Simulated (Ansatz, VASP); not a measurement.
**SiO in VASP and in Ansatz**

Contents of INCAR:

```
PREC = Accurate
ENCUT = 520
EDIFF = 1E-7
ISMEAR = -1
SIGMA = 0.05
LREAL = False
LASPH = True
NELM = 60
ALGO = Normal
ISIF = 2
LWAVE = False
LCHARG = False
GGA = PE
NBANDS = 12
```

KPOINTS

```
regular mesh
0
Gamma
  9 9 9
```

Contents of POSCAR:

```
SiO
1.0
    2.7496688196      0.0000000000      0.0000000000
    0.0000000000      2.7496688196      0.0000000000
    0.0000000000      0.0000000000      2.7496688196
Si O
1 1
Direct
    0.0000000000      0.0000000000      0.0000000000
    0.5000000000      0.5000000000      0.5000000000
```

Contents of input.yaml:

```yaml
crystal:
  lattice:
    - [2.7496688196, 0.0, 0.0]
    - [0.0, 2.7496688196, 0.0]
    - [0.0, 0.0, 2.7496688196]
  atoms:
    - { symbol: Si, position: [0.0, 0.0, 0.0] }
    - { symbol: O, position: [0.5, 0.5, 0.5] }
hamiltonian:
  xc: pbe
  pseudopotentials: { kind: paw }
kpoints:
  mp_grid: { grid: [9, 9, 9] }
scf:
  occupations: { method: fermi_dirac, width: 0.05 }
output:
  forces: true
  stress: true
  eigenvalues: true
  write_density: true
  write_potential: true
  elf: true
  volumetric_format: npy
```

Change from the starting cell: volume scaled by 0.94.

Alike in both runs: task single point; functional PBE; k mesh 9 × 9 × 9; occupations fermi-dirac, width 0.05 eV; no spin polarisation.

```csv
,VASP,Ansatz
version,VASP 6.6.1,Ansatz 0.2.0
potentials or method,"VASP PAW PBE potentials, release 64 (Si, O)",Ansatz PAW
plane-wave cutoff (eV),520,420
valence electrons in the cell,10,10
```

Ansatz gave:

- gap on the k mesh at the Fermi level (eV): none
- pressure (GPa): 9.1

Q: Which values does VASP return?

A: gap on the k mesh at the Fermi level (eV): none; pressure (GPa): 9.0.

A gap of «none» marks a metal or a gap that the smearing closes. With one functional, cell and mesh, what is left measures potentials, basis and numerics.

Caveats: the pressure holds a Pulay correction of +0.6 GPa for the finite cutoff (Ansatz).
